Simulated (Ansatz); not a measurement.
# Ag-Os-Ag stack of (111) layers: electron–phonon coupling and resistivity, part 5 of 5

Aim: how strongly do electrons couple to phonons in Ag-Os-Ag stack of (111) layers, and what resistivity does that give?

Ansatz 0.2.0; DFT PBE, scalar-relativistic, plane waves, PAW; PAW set soft_1.

So far, coupling constant λ: step 8 (electron–phonon run: q 3×3×1, k 9×9×1, scattering 18×18×1) 2.12; step 9 (scattering mesh 24×24×1) 2.35. Also log mean phonon energy ħω_log (meV): step 8 4.78; step 9 4.82.

### 10. Resistivity: q 3×3×1, k 12×12×1, scattering 18×18×1

The next rung changes the k mesh of the density and its response; the scattering mesh, which samples the Fermi surface.

input.yaml reads:

```yaml
crystal:
  lattice:
    - [2.7426400609, 0.0, 0.0]
    - [-1.3713200305, 2.3751959662, 0.0]
    - [0.0, 0.0, 32.6490652006]
  atoms:
    - { symbol: Ag, position: [0.0, 0.0, 0.1609410931] }
    - { symbol: Os, position: [0.3333333333, 0.6666666667, 0.2362170234] }
    - { symbol: Ag, position: [0.6666666667, 0.3333333333, 0.3114929537] }
  periodic: [true, true, false]
kpoints:
  mp_grid: { grid: [12, 12, 1] }
hamiltonian:
  xc: pbe
  pseudopotentials: { kind: paw, azcp: { folder: soft_1 } }
scf:
  occupations: { method: methfessel_paxton, width: 0.2 }
output:
  eigenvalues: true
phonons:
  method: dfpt
  qmesh: [3, 3, 1]
  temperatures: { t_max: 1000, t_step: 50 }
  qpath:
    path:
      - [0.0, 0.0, 0.0]
      - [0.5, 0.0, 0.0]
      - [0.33333333, 0.33333333, 0.0]
      - [0.0, 0.0, 0.0]
    npoints: 10
  electrical_resistivity:
    mesh: [18, 18, 1]
    temperatures: [20.0, 50.0, 77.0, 100.0, 150.0, 200.0, 300.0, 400.0, 600.0, 800.0]
  superconductivity: { mesh: [18, 18, 1] }
```

Launch:

```
$ ansatz run input.yaml --threads 4 --pin off --max-ram 12288MiB --backend cpu --events-out ev --progress --plain --runs-dir out
```

Output:

```text
[the first part of the log is left out]
  E_nonlocal   = 261.090207
  E_hartree    = 118152.480788
  E_xc         = -549.626674
  E_vxc        = -645.667125  (∫ρ·V_xc dr)
  E_paw        = -16958.374037  (= ΣΔE_a)
  E_vpaw       = -1250.756270  (= ΣTr[D̂ρ^β])
  E_aug_tail   = 0.001221  (compensation charges beyond the density's cutoff)
  E_ewald      = 109054.030421
  E_smearing   = -0.004151  (= −TS)
  E_closure    = -0.000000  (closes the sum)
  Σ components = -26564.800904   (vs F -26564.800904, Δ=0.00e0)
--- Band table (eV; the first three rows and the last of 19) ---
  k-point 0: bands = ["-96.7190", "-96.7190", "-90.9928", "-60.1411", "-60.1405", "-60.1016", "-60.1016", "-60.1016", "-60.1016", "-50.3477", "-49.9915", "-49.9915", "-13.3415", "-11.5387", "-11.4429", "-9.4984", "-9.4984", "-9.4779", "-9.4779", "-9.2408", "-9.0824", "-8.2145", "-8.2145", "-8.0962", "-8.0962", "-6.6970", "-6.6970", "-6.0847", "-4.8410", "-3.9604", "-3.9604", "-0.4444", "-0.2102"]
  k-point 1: bands = ["-96.7174", "-96.7174", "-90.9891", "-60.1392", "-60.1386", "-60.1170", "-60.1170", "-60.1055", "-60.1054", "-50.3412", "-50.0406", "-50.0031", "-13.0832", "-11.3354", "-11.2478", "-9.5789", "-9.5663", "-9.3732", "-9.3524", "-9.2589", "-8.9870", "-8.4215", "-8.3122", "-8.2271", "-8.1287", "-6.8868", "-6.4797", "-5.7640", "-5.0887", "-4.0180", "-3.4573", "-0.2819", "-0.0085"]
  k-point 2: bands = ["-96.7129", "-96.7129", "-90.9791", "-60.1589", "-60.1588", "-60.1339", "-60.1335", "-60.1159", "-60.1158", "-50.3234", "-50.1733", "-50.0347", "-12.3878", "-10.8642", "-10.7831", "-9.7218", "-9.6856", "-9.3553", "-9.0192", "-8.9971", "-8.9619", "-8.8219", "-8.4760", "-8.2810", "-8.2110", "-7.2295", "-5.8318", "-5.4660", "-5.0179", "-4.1718", "-2.4391", "0.1979", "0.5891"]
  k-point 18: bands = ["-96.6914", "-96.6914", "-90.9311", "-60.2617", "-60.2615", "-60.2612", "-60.2612", "-60.1089", "-60.1089", "-50.4885", "-50.4885", "-50.2377", "-10.1466", "-9.9754", "-9.9754", "-9.6193", "-9.4044", "-9.4044", "-9.3798", "-9.3765", "-9.1775", "-9.1775", "-6.9849", "-6.9849", "-6.6637", "-6.6637", "-4.9591", "0.5122", "0.7036", "0.9403", "0.9403", "2.1014", "2.1014"]
--- Phonons (Γ-DFPT): 6 representative perturbations + reference (Σ response iterations 32) ---
  ASR residual: 4.956e-5 → 0.000e0 eV/Å²; symmetrization residual: 5.274e-7 eV/Å²
  The last average, over the group as it would stand without the narrowing to the FFT grids, took up to 1.823e-7 eV/Å² of the zone centre's force constants
  ASR residual per site (eV/Å²): 6.13e-6 4.96e-5 5.49e-6
  Γ frequencies (cm⁻¹): 0.00 0.00 0.00 43.01 43.01 60.77 60.77 95.02 130.20
--- Phonons (arbitrary-q DFPT): 3 irreducible q on the 3×3×1 mesh ---
  q = [0.0000, 0.0000, 0.0000] (star 1, of the zone-centre solve; hermiticity 1.67e-7, symmetrization 3.97e-11, taken by the last average 2.89e-8): -0.00 0.00 0.00 43.01 43.01 60.77 60.77 95.02 130.20
  q = [0.0000, 0.3333, 0.0000] (star 6, 9 solved perturbations on 78 of 144 k-point pairs; hermiticity 2.53e-8, symmetrization 5.50e-10, taken by the last average 1.29e-8): 16.89 47.97 52.73 91.02 105.76 107.37 110.81 189.85 192.42
  q = [0.3333, 0.3333, 0.0000] (star 2, 6 solved perturbations in 327 linear systems a pass and spin channel, the states on 78 of 144 k-point pairs; hermiticity 1.35e-8, symmetrization 6.85e-9, taken by the last average 1.36e-8): -58.42 -25.06 -25.06 94.39 94.39 183.70 183.86 186.28 186.28
  sum rule: each row above includes the acoustic sum rule's correction from the zone centre's row sums; it moved no ω² by more than (0.27 cm⁻¹)²
  mesh force constants: q→R imaginary residual 0.00e0; ASR residual 4.956e-5 → 0.000e0 eV/Å²; symmetrization residual 1.066e-14 eV/Å²
  interpolated dispersion: 31 rows × 9 modes
  density of states and harmonic sums: on the 27×27×1 q-mesh, interpolated from the force constants of a 3×3×1 supercell (no non-analytic term)
  largest difference from the sums on the solved wave vectors: F 6.64e-2 eV, S 9.05e-5 and C_V 2.43e-5 eV/K
  zero-point energy: 0.054228 eV/cell   skipped modes (ω ≤ 0): 57, of them read as no rigid motion or as one in doubt: 54 (7.160e-1 modes/cell left out, lowest -58.42 cm⁻¹)   left out of the sums: 8.00e-2 of the cell's modes: C_V's classical limit lies that fraction below 3 k_B per atom; for a crystal, a wire or a layer, F and S can be off by more, and a phonons.interpolated_qmesh denser along its periods is the remedy for the sampling
Error: electrical resistivity: the mode of lowest frequency at the wavevector [0.3333, 0.3333, 0.0000] is imaginary, -58.42 cm⁻¹ (written negative): the force constants describe an unstable lattice; relax the structure, enlarge phonons.supercell (under dfpt, kpoints.mp_grid), or, with a block electrical_resistivity or superconductivity, name a file of force constants under which the crystal is stable (phonons.electron_phonon_force_constants)
The harmonic force constants that this run solved are whole in <dir>
```

Elapsed: 4.8 min, on 4 threads of Arm Neoverse V1, shared host; peak memory 1.6 GiB.

The run ended with an error.

The program's message: “electrical resistivity: the mode of lowest frequency at the wavevector [0.3333, 0.3333, 0.0000] is imaginary, -58.42 cm⁻¹ (written negative): the force constants describe an unstable lattice; relax th …”

The run stops because a mode is imaginary on the scattering mesh, where no scattering rate is defined; denser k meshes, other smearings and, between solved wavevectors, finer q meshes show whether the instability is real.

### 11. Outcome

| Property | Result |
| --- | --- |
| run | PBE, q 3×3×1, k 9×9×1, scattering 24×24×1 (scattering mesh 24×24×1) |
| coupling constant λ | 2.35 |
| log mean phonon energy ħω_log | 4.82 meV |
| states at the Fermi level | 1.46 states/eV/spin/cell |
| sheet resistance at 300 K | 478 Ω per square |
| change between its two finest scattering meshes | λ 11 %, resistivity at 300 K 6 % |
| time of that run | 4.2 min |

**Reading.** On the last rung that gave a resistivity at the base settings (q 3×3×1, k 9×9×1, scattering 24×24×1), Ag-Os-Ag stack of (111) layers has λ = 2.3 and a phonon-limited sheet resistance of 478 Ω per square at 300 K. Twice the integral of α²F/ω over this curve gives λ = 2.3, half of it from below 4.58 meV. The coupling is very strong (λ = 2.3), so phonons raise the electrons' mass at the Fermi surface by about 235 %. The coarsest meshes gave an imaginary mode at a wavevector that the finer q mesh does not hold, so the instability is unseen there and not shown to be gone. A run on finer meshes found an imaginary mode, so the lattice is likely unstable and these couplings and resistivities describe no stable crystal. By the run's own test λ moves by 11 % between the two scattering meshes. Values of ρ(T) under 50 K rest on the softest modes, mostly interpolated ones, and are the least sure of the table. The high-temperature form ρ = 2π k_B T λ_tr/(ħ ε₀ ω_p²) gives 246 μΩ cm along x at 300 K, against 156 from the Boltzmann equation. Ziman's lowest order at 300 K, 244, lies between: the step down to it comes mostly from the finite phonon energies, and the full solution lies lower still, since it lets the current shift to the states that scatter least. By their share in the modes' patterns, Os atoms take 63 % of λ. The three lowest branches give 92 % of λ. By the run's own test, which takes the component that moves most, the resistivity at 300 K moves by 6 % between its two finest scattering meshes, so it is not converged. Only scattering by harmonic phonons counts; impurities, grain boundaries and thermal expansion are left out. The resistivity belongs to the whole cell, vacuum included; the sheet resistance is the quantity that does not depend on the vacuum. Spin–orbit coupling, left out here, matters for Os. The c of the given cell is the typed one; the program laid its own vacuum and ran the layer in a cell 32.6 Å high. The structure was built by hand as an ordered model, and its stability against other phases was not tested.

[Logs are printed without paths, hosts, clocks, repeated set-up lines and the standing remarks that a program may print on its own settings, such as how far it seeks lower states.]

[Hosts, paths, dates, database ids (printed as entryN), source tags and the programs' standing remarks are cut or masked in the printed files.]
